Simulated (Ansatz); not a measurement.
# Ru: the cost of one run

Method: DFT PBE, scalar-relativistic, plane waves, PAW, in Ansatz 0.2.0.

## (1) Starting point

The structure is hexagonal, space group P6_3/mmc (No. 194). Conventional cell: a = 2.708 Å, b = 2.708 Å, c = 4.268 Å, α = 90.00°, β = 90.00°, γ = 120.00°. Ru (site symmetry -6m2) is surrounded by 12 Ru at 2.65 to 2.71 Å.

Coordinates:

```cif
data_structure
_symmetry_space_group_name_H-M 'P6_3/mmc'
_symmetry_Int_Tables_number 194
_cell_length_a 2.7078
_cell_length_b 2.7078
_cell_length_c 4.2681
_cell_angle_alpha 90.000
_cell_angle_beta 90.000
_cell_angle_gamma 120.000
_cell_volume 27.10
loop_
_atom_site_label
_atom_site_type_symbol
_atom_site_symmetry_multiplicity
_atom_site_Wyckoff_symbol
_atom_site_fract_x
_atom_site_fract_y
_atom_site_fract_z
_atom_site_occupancy
Ru1 Ru 2 c 0.33333 0.66667 0.25000 1
```

This is candidate A: structure listed in a database for this formula (P6_3/mmc, No. 194).

(A quick probe on a coarse mesh, which set the mesh and smearing, is not shown.)

## (3) Coarse relaxation (candidate A)

input.yaml

```yaml
crystal:
  lattice:
    - [2.7078263433, 0.0, 0.0]
    - [-1.3539131716, 2.3450464023, 0.0]
    - [0.0, 0.0, 4.26810178]
  atoms:
    - { symbol: Ru, position: [0.33333333, 0.66666667, 0.25] }
    - { symbol: Ru, position: [0.66666667, 0.33333333, 0.75] }
basis:
  ecutwfc: 420
kpoints:
  mp_grid: { grid: [9, 9, 4] }
hamiltonian:
  xc: pbe
scf:
  occupations: { method: gaussian, width: 0.1 }
  lower_state_search: "off"
output:
  forces: true
  stress: true
  eigenvalues: true
relax:
  adjacent_minimum: "off"
  f_tol: 0.04
  max_steps: 70
  cell: { stress_tol: 0.4 }
```

What time and memory should one allow on 1 thread of an Arm CPU, shared host?

About 5.3 s, with a peak of 0.28 GiB.
